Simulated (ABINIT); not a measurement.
# Ge (Fd-3m) in ABINIT: settings compared

Aim: see how the results for Ge move with the level of theory and the settings. Levels: PBE, LDA, PBEsol. Tasks: single point, relaxation of cell and atoms.

Everything below comes from runs of ABINIT 10.8.3 (patched build). Logs are shortened: lines on timing, memory, paths and dates and some standing lists are left out, and cuts for length are marked. The log counts tension as positive stress, the text compression.

**Measured values to compare with.**

From “Temperature-dependent photoluminescence in Ge: experiment and theory”, 2020, arxiv:2003.00143, for a bulk crystal of Ge at 0 K: band gap 0.744 eV (indirect).

“Electronic and optical properties of SixGe1-x-ySny alloys lattice-matched to Ge”, 2021, arxiv:2109.02782 reports, for a bulk crystal of Ge at 300 K: band gap 0.807 eV (direct).

The runs below are set against these values where they give the same quantity.

### Step 1. The structure

Symmetry: Fd-3m, No. 227, cubic system. The conventional cell has a = 5.658 Å, b = 5.658 Å, c = 5.658 Å, α = 90.00°, β = 90.00°, γ = 90.00°. Ge (site symmetry -43m) has 4 Ge at 2.45 Å as nearest neighbours.

### Step 2. Single point, PBE (cell relaxed)

run.abi

```
# Pseudopotentials
pp_dirpath "./"
pseudos "Ge.GGA_PBE-JTH.xml"

# Structure
acell 3*1.0 Angstrom
rprim
     0.0000000000     2.8848571200     2.8848571200
     2.8848571200     0.0000000000     2.8848571200
     2.8848571200     2.8848571200     0.0000000000
ntypat 1
znucl 32
natom 2
typat 1 1
xred
     0.7500000000     0.7500000000     0.7500000000
     0.5000000000     0.5000000000     0.5000000000
chkprim 0
chksymtnons 0
tolsym 1.0e-6

# Plane-wave basis
ecut 22.0
pawecutdg 44.0

# k points
kptopt 1
ngkpt 6 6 6
nshiftk 1
shiftk 0.0 0.0 0.0

# Exchange and correlation
ixc 11

# Bands and occupations
nband 18
occopt 3
tsmear 0.05 eV

# SCF cycle
nstep 100
tolvrs 1.0e-9

# Output
iomode 3
prtwf 0
prteig 0
prtebands 0
enunit 1
prtvol 2
prtden 1
prtvha 1
prtvclmb 1
prtpot 1
```

Potentials or basis: JTH PAW PBE v2.0.

On the command line:

```bash
abinit run.abi > log 2>&1
```

run.abo:

```text
.Version 10.8.3 of ABINIT
 Symmetries : space group Fd -3 m (#227); Bravais cF (face-center cubic)
================================================================================
 Values of the parameters that define the memory need of the present run
     intxc =       0    ionmov =       0      iscf =      17    lmnmax =      18
     lnmax =       6     mgfft =      36  mpssoang =       3    mqgrid =    3001
     natom =       2  nloc_mem =       2    nspden =       1   nspinor =       1
    nsppol =       1      nsym =      48    n1xccc =       1    ntypat =       1
    occopt =       3   xclevel =       2
       mpw =        1614          nfft =       46656          nkpt =          16
 PAW method is used; the additional fine FFT grid is defined by:
   mgfftf=        48    nfftf =    110592
================================================================================
================================================================================

--------------------------------------------------------------------------------
------------- Echo of variables that govern the present computation ------------
--------------------------------------------------------------------------------
 -outvars: echo values of preprocessed input variables --------
            acell      1.8897261259E+00  1.8897261259E+00  1.8897261259E+00 Bohr
              amu      7.26100000E+01
          chkprim           0
      chksymtnons           0
             ecut      2.20000000E+01 Hartree
           enunit           1
              ixc          11
         kptrlatt        6    0    0      0    6    0      0    0    6
          kptrlen      4.62582740E+01
            natom           2
            nband          18
            ngfft          36      36      36
          ngfftdg          48      48      48
             nkpt          16
            nstep         100
             nsym          48
           ntypat           1
           occopt           3
        pawecutdg      4.40000000E+01 Hartree
         pawxcdev           0
        prtebands           0
           prteig           0
           prtpot           1
         prtvclmb           1
           prtvha           1
           prtvol           2
            prtwf           0
            rprim      0.0000000000E+00  2.8848571200E+00  2.8848571200E+00
                       2.8848571200E+00  0.0000000000E+00  2.8848571200E+00
                       2.8848571200E+00  2.8848571200E+00  0.0000000000E+00
          spgroup         227
           tolsym      1.00000000E-06
           tolvrs      1.00000000E-09
           tsmear      1.83746611E-03 Hartree
            typat      1  1
           useylm           1
           xangst      4.3272856800E+00  4.3272856800E+00  4.3272856800E+00
                       2.8848571200E+00  2.8848571200E+00  2.8848571200E+00
            xcart      8.1773848038E+00  8.1773848038E+00  8.1773848038E+00
                       5.4515898692E+00  5.4515898692E+00  5.4515898692E+00
             xred      7.5000000000E-01  7.5000000000E-01  7.5000000000E-01
                       5.0000000000E-01  5.0000000000E-01  5.0000000000E-01
            znucl       32.00000

================================================================================

 chkinp: Checking input parameters for consistency.

================================================================================
== DATASET  1 ==================================================================

--- !DatasetInfo
iteration_state: {dtset: 1, }
dimensions: {natom: 2, nkpt: 16, mband: 18, nsppol: 1, nspinor: 1, nspden: 1, mpw: 1614, }
cutoff_energies: {ecut:  22.0, pawecutdg:  44.0, }
electrons: {nelect:   2.80000000E+01, charge:   0.00000000E+00, occopt:   3.00000000E+00, tsmear:   1.83746611E-03, }
meta: {optdriver: 0, ionmov: 0, optcell: 0, iscf: 17, paral_kgb: 0, }
...

 Exchange-correlation functional for the present dataset will be:
  GGA: Perdew-Burke-Ernzerhof functional - ixc=11
  J.P.Perdew, K.Burke, M.Ernzerhof, PRL 77, 3865 (1996)

 Real(R)+Recip(G) space primitive vectors, cartesian coordinates (Bohr,Bohr^-1):
 R(1)=  0.0000000  5.4515899  5.4515899  G(1)= -0.0917164  0.0917164  0.0917164
[... 155 lines left out ...]
  5.87E-15 3.60E-15 3.78E-14 2.00E-14 1.10E-13 6.85E-14 4.18E-13 4.69E-14
  2.62E-13 4.03E-09
  -0.3333  0.3333  0.1667    1  1.20739E-09 kpt; spin; max resid(k); each band:
  1.02E-14 1.22E-14 2.14E-14 6.24E-15 1.04E-14 7.29E-15 5.58E-15 9.71E-15
  5.84E-15 2.34E-15 3.48E-14 4.01E-14 6.79E-14 5.95E-14 1.77E-13 5.00E-13
  5.02E-10 1.21E-09
  -0.3333  0.5000  0.1667    1  3.73840E-12 kpt; spin; max resid(k); each band:
  1.41E-14 1.76E-14 1.21E-14 2.23E-14 4.96E-15 5.24E-15 9.95E-15 9.09E-15
  4.20E-15 3.50E-15 4.16E-14 3.45E-14 8.81E-14 7.93E-14 1.42E-13 1.46E-13
  3.74E-12 2.78E-12
 reduced coordinates (array xred) for    2 atoms
       0.750000000000      0.750000000000      0.750000000000
       0.500000000000      0.500000000000      0.500000000000
 rms dE/dt=  2.7482E-29; max dE/dt=  3.3658E-29; dE/dt below (all hartree)
    1       0.000000000000      0.000000000000      0.000000000000
    2       0.000000000000     -0.000000000000     -0.000000000000

 cartesian coordinates (angstrom) at end:
    1      4.32728568000000     4.32728568000000     4.32728568000000
    2      2.88485712000000     2.88485712000000     2.88485712000000

 cartesian forces (hartree/bohr) at end:
    1     -0.00000000000000    -0.00000000000000     0.00000000000000
    2      0.00000000000000     0.00000000000000    -0.00000000000000
 frms,max,avg= 3.5645552E-30 6.1739907E-30   0.000E+00  0.000E+00  0.000E+00 h/b

 cartesian forces (eV/Angstrom) at end:
    1     -0.00000000000000    -0.00000000000000     0.00000000000000
    2      0.00000000000000     0.00000000000000    -0.00000000000000
 frms,max,avg= 1.8329680E-28 3.1747937E-28   0.000E+00  0.000E+00  0.000E+00 e/A
 length scales=  1.889726125908  1.889726125908  1.889726125908 bohr
              =  1.000000000000  1.000000000000  1.000000000000 angstroms
 Fermi (or HOMO) energy (eV) =   6.26347   Average Vxc (eV)=  -9.01901
 Eigenvalues (   eV  ) for nkpt=  16  k points:
 kpt#   1, nband= 18, wtk=  0.00463, kpt=  0.0000  0.0000  0.0000 (reduced coord)
 -18.41924  -18.41924  -18.41924  -18.38820  -18.38820  -18.20650  -18.20650  -18.20650
 -18.19801  -18.19801   -6.04439    5.79873    6.30800    6.30800    6.30800    8.83264
   8.83264    8.83264
 kpt#   2, nband= 18, wtk=  0.03704, kpt=  0.1667  0.0000  0.0000 (reduced coord)
 -18.42920  -18.42920  -18.41542  -18.37303  -18.37303  -18.22217  -18.22217  -18.21037
 -18.18418  -18.18418   -5.72663    3.09207    5.82148    5.82148    7.03262    9.48313
   9.48313   10.22522
 kpt#   3, nband= 18, wtk=  0.03704, kpt=  0.3333  0.0000  0.0000 (reduced coord)
 -18.43836  -18.43836  -18.40761  -18.35673  -18.35673  -18.23523  -18.23523  -18.21966
 -18.17502  -18.17502   -4.85061    0.35914    5.21046    5.21046    6.53127   10.02799
  10.02799   13.02132
 kpt#   4, nband= 18, wtk=  0.01852, kpt=  0.5000  0.0000  0.0000 (reduced coord)
 -18.44031  -18.44031  -18.40347  -18.35175  -18.35175  -18.23802  -18.23802  -18.22371
 -18.17242  -18.17242   -4.09320   -1.04625    4.98343    4.98343    6.31245   10.02644
  10.02644   13.39803
 kpt#   5, nband= 18, wtk=  0.02778, kpt=  0.1667  0.1667  0.0000 (reduced coord)
[... 32 lines left out ...]
 -18.44882  -18.44882  -18.37334  -18.37334  -18.29078  -18.29078  -18.24106  -18.24106
 -18.16037  -18.16037   -2.37654   -2.37654    3.42129    3.42129    7.13406    7.13406
  15.32842   15.32842
 kpt#  14, nband= 18, wtk=  0.11111, kpt=  0.5000  0.3333  0.1667 (reduced coord)
 -18.45315  -18.45037  -18.38511  -18.33951  -18.31038  -18.29542  -18.24733  -18.23068
 -18.16109  -18.15976   -4.04725   -0.36428    2.85302    4.02300    9.05113    9.26514
  10.66012   13.08052
 kpt#  15, nband= 18, wtk=  0.11111, kpt= -0.3333  0.3333  0.1667 (reduced coord)
 -18.46176  -18.45294  -18.36602  -18.32394  -18.30492  -18.29726  -18.26959  -18.24656
 -18.15783  -18.14949   -3.24045   -1.39529    2.42434    3.61999    9.14665    9.90630
  12.12946   12.21017
 kpt#  16, nband= 18, wtk=  0.05556, kpt= -0.3333  0.5000  0.1667 (reduced coord)
 -18.45793  -18.45793  -18.34859  -18.34859  -18.29368  -18.29368  -18.26235  -18.26235
 -18.15253  -18.15253   -2.31610   -2.31610    2.82320    2.82320    8.95750    8.95750
  12.63739   12.63739
 Total charge density [el/Bohr^3]
)     Maximum=    1.6437E+00  at reduced coord.    0.7500    0.7500    0.7500
)Next maximum=    1.6437E+00  at reduced coord.    0.5000    0.5000    0.5000
)     Minimum=    2.2269E-03  at reduced coord.    0.0000    0.0000    0.0000
)Next minimum=    2.2269E-03  at reduced coord.    0.2500    0.2500    0.2500
   Integrated=    2.8000E+01

--- !EnergyTerms
iteration_state     : {dtset: 1, }
comment             : Components of total free energy in Hartree
kinetic             :  1.30136744379721E+01
hartree             :  4.56165710611648E+01
xc                  : -4.59652590225328E+00
Ewald energy        : -9.68352757625512E+01
psp_core            :  3.50182845574929E+00
local_psp           : -1.47142331364689E+02
PAW spherical_terms : -4.71582652300510E+00
internal            : -1.91157885597612E+02
'-kT*entropy'       : -7.51562705776675E-05
total_energy        : -1.91157960753883E+02
total_energy_eV     : -5.20167310406798E+03
...

--- !EnergyTermsDC
iteration_state     : {dtset: 1, }
comment             : '"Double-counting" decomposition of free energy'
band_energy         : -1.32027297329453E+01
Ewald energy        : -9.68352757625512E+01
psp_core            :  3.50182845574929E+00
xc_dc               : -4.44243512621844E+01
PAW spherical_terms : -4.01973564174879E+01
internal            : -1.91157884719420E+02
'-kT*entropy'       : -7.51562705776675E-05
total_energy_dc     : -1.91157959875690E+02
total_energy_dc_eV  : -5.20167308017114E+03
...

--- !EnergyTermsWithPAWCore
iteration_state     : {dtset: 1, }
comment             : 'Components of total free energy, including PAW core contributions'
Total energy        : -4.19799444893600E+03
Total energy DC     : -4.19799444805780E+03
Total energy (eV)   : -1.14233248408482E+05
Total energy DC (eV): -1.14233248384585E+05
...

 Cartesian components of stress tensor (hartree/bohr^3)
  sigma(1 1)=  1.99579272E-05  sigma(3 2)=  0.00000000E+00
  sigma(2 2)=  1.99579272E-05  sigma(3 1)=  0.00000000E+00
  sigma(3 3)=  1.99579272E-05  sigma(2 1)=  0.00000000E+00

-Cartesian components of stress tensor (GPa)         [Pressure= -5.8718E-01 GPa]
- sigma(1 1)=  5.87182492E-01  sigma(3 2)=  0.00000000E+00
- sigma(2 2)=  5.87182492E-01  sigma(3 1)=  0.00000000E+00
- sigma(3 3)=  5.87182492E-01  sigma(2 1)=  0.00000000E+00

== END DATASET(S) ==============================================================
================================================================================

 -outvars: echo values of variables after computation  --------
            acell      1.8897261259E+00  1.8897261259E+00  1.8897261259E+00 Bohr
           etotal     -1.9115795988E+02
            fcart     -6.1739907251E-30 -6.2187077633E-47  6.2187077633E-47
                       6.1739907251E-30  6.2187077633E-47 -6.2187077633E-47
            rprim      0.0000000000E+00  2.8848571200E+00  2.8848571200E+00
                       2.8848571200E+00  0.0000000000E+00  2.8848571200E+00
                       2.8848571200E+00  2.8848571200E+00  0.0000000000E+00
           strten      1.9957927244E-05  1.9957927244E-05  1.9957927244E-05
                       0.0000000000E+00  0.0000000000E+00  0.0000000000E+00
           xangst      4.3272856800E+00  4.3272856800E+00  4.3272856800E+00
                       2.8848571200E+00  2.8848571200E+00  2.8848571200E+00
             xred      7.5000000000E-01  7.5000000000E-01  7.5000000000E-01
                       5.0000000000E-01  5.0000000000E-01  5.0000000000E-01
 Calculation completed.
```

Run time: 21 s. Hardware: 1 thread of Arm Neoverse V1, shared host; peak memory 0.13 GiB.

Results:

```yaml
Free_energy: -5201.6731 eV
Pressure: -0.6 GPa
Band_gap_on_the_k_mesh: none (metal or under the smearing width)
Valence_electrons_inside_the_program's_atomic_spheres: Ge 12.34 (radii [1.2196] Å)
```

Caveat: this crystal is a semiconductor, whose small gap the functional closes, so the metal is an error of the method.

### Step 3. Single point, LDA

run.abi

```
# Pseudopotentials
pp_dirpath "./"
pseudos "Ge.upf"

# Structure
acell 3*1.0
rprim
     0.0000000000     5.3458651312     5.3458651312
     5.3458651312     0.0000000000     5.3458651312
     5.3458651312     5.3458651312     0.0000000000
ntypat 1
znucl 32
natom 2
typat 1 1
xred
     0.7500000000     0.7500000000     0.7500000000
     0.5000000000     0.5000000000     0.5000000000

# Plane-wave basis
ecut 35.0

# k points
kptopt 1
ngkpt 6 6 6
nshiftk 1
shiftk 0.0 0.0 0.0

# Exchange and correlation
ixc 7

# Bands and occupations
nband 18
occopt 3
tsmear 0.05 eV

# SCF cycle
nstep 100
tolvrs 1.0e-10

# Output
iomode 3
prtwf 0
prteig 0
prtebands 0
enunit 2
prtden 1
prtvha 1
prtvclmb 1
prtpot 1
prtelf 1
```

Potentials or basis: PseudoDojo NC SR LDA v0.4.1 standard.

On the command line:

```bash
abinit run.abi > log 2>&1
```

Run time: 31 s. Hardware: 1 thread of Arm Neoverse V1, shared host; peak memory 0.08 GiB.

It converged, with:

| Item | Value |
| --- | --- |
| Free energy | -4856.3463 eV |
| Band gap on the k mesh | none (metal or under the smearing width) |
| Valence electrons inside the program's atomic spheres | Ge 11.58 (radii [1.0584] Å) |

Levels at points of the mesh, in eV from the Fermi level:
```csv
k point,band 10,band 11,band 12,band 13,band 14,band 15,band 16,band 17,band 18
"(0.00, 0.00, 0.00)",-24.67,-12.80,-0.17,0.02,0.02,0.02,2.55,2.55,2.55
"(0.50, 0.00, 0.00)",-24.64,-10.71,-7.62,-1.38,-1.38,0.07,3.74,3.74,7.01
"(0.50, 0.50, 0.00)",-24.63,-8.92,-8.92,-3.05,-3.05,0.69,0.69,9.43,9.43
```

Caveat: the cutoff is too short for stress, so the log's stress isn't used; this crystal is a semiconductor, whose small gap the functional closes, so the metal is an error of the method.

[end of part 1 of 2]
